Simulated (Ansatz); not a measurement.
The system is Eu2O3.

```
Eu O
1.0
     3.78830    0.00000    0.00000
    -1.89415    3.28076    0.00000
     0.00000    0.00000    5.82084
Eu O
2 3
Direct
  0.33333 0.66667 0.24244
  0.66667 0.33333 0.75756
  0.33333 0.66667 0.65110
  0.66667 0.33333 0.34890
  0.00000 0.00000 0.00000
```

Measurements of this composition are mostly on another form, of space group No. 206.

Alike in all runs: program Ansatz 0.2.0; functional PBEsol; potentials or basis Ansatz PAW; cutoff 420 eV (not typed: the program's choice for these potentials); k mesh 7 × 7 × 4; occupations fermi-dirac, width 0.05 eV.

Starts and where they ended:

| start | free energy over the lowest (meV/atom) | net moment (μB) | site or absolute moments (μB) | gap |
| --- | --- | --- | --- | --- |
| collinear spin, ferromagnetic start of up to 5.25 μB; fixed moment 10.5 | 82.9 | 10.50 | Eu +5.28; O -0.13, -0.18 | - |
| collinear spin, program default start; fixed moment 0 | 2018.9 | 0.00 | - | - |
| collinear spin, ferromagnetic start of up to 3.5 μB; fixed moment 7 | 909.5 | 7.00 | Eu +3.57; O -0.11, -0.14 | - |
| collinear spin, ferromagnetic start of up to 1.75 μB; fixed moment 3.5 | 1255.2 | 3.50 | Eu +1.75; O -0.03 | - |
| collinear spin, ferromagnetic start of up to 14 μB; fixed moment 28 | 11892.0 | 28.00 | Eu +7.32; O +2.45, +2.91 | - |
| collinear spin, ferromagnetic start of up to 7 μB; fixed moment 14 | 0.0 | 14.00 | Eu +6.23; O +0.27, +0.34 | - |
| collinear spin, ferromagnetic start of up to 8.75 μB; fixed moment 17.5 | 1746.5 | 17.50 | Eu +6.62; O +0.85, +0.98 | - |
| collinear spin, ferromagnetic start of up to 10.5 μB; fixed moment 21 | 4433.5 | 21.00 | Eu +6.84; O +1.38, +1.66 | - |

All polarised runs hold their moment fixed, so the table maps the energy against it. A still lower state may exist.

Caveats: spin-orbit coupling is left out, which moves the levels of the heavy elements; the total moment is fixed, so each spin has its own Fermi level; without U or exact exchange the open f shell lies at the Fermi level, which spoils levels, moments and volumes; forces of over 1 eV/Å show positions far from the minimum, so gaps and moduli don't describe the material at rest (some runs).
